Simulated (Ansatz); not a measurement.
Runs of Ansatz 0.2.0 on Al2O3 (Corundum). It takes space group R-3c (No. 167, trigonal). The conventional cell has a = 4.760 Å, b = 4.760 Å, c = 12.996 Å, α = 90.00°, β = 90.00°, γ = 120.00°. Around Al (site symmetry 3) lie 6 O at 1.85 to 1.97 Å. O (site symmetry 2) is surrounded by 4 Al at 1.85 to 1.97 Å. 

| level | gap on the mesh (eV) | pressure (GPa) | relaxed volume (Å³/atom) |
| --- | --- | --- | --- |
| PBE+D3(BJ) | 6.07 | 0.0 | 8.60 |
| PBE+D3(BJ)-ATM | (b) | 0.0 | 8.62 |
| PBE+D4 | 6.09 | 0.0 | 8.59 |
| PBE | (a) | 0.0 | 8.76 |

Alike in all rows: task relaxation of cell and atoms; potentials or basis Ansatz PAW; no spin polarisation; cell relaxed; k mesh 7 × 7 × 7; cutoff (eV) 420; smearing fermi-dirac 0.05 eV.

Problem. Fill in the values left out.

Solution. (a) 5.85; (b) 6.04.

Caveats: odd divisions of the mesh miss points on the zone boundary, where band edges often lie, so the gap on the mesh can be too wide; the plane-wave basis is chosen anew once the cell has moved, so the energies of steps on either side of that aren't comparable.

A k mesh can miss the band edges.
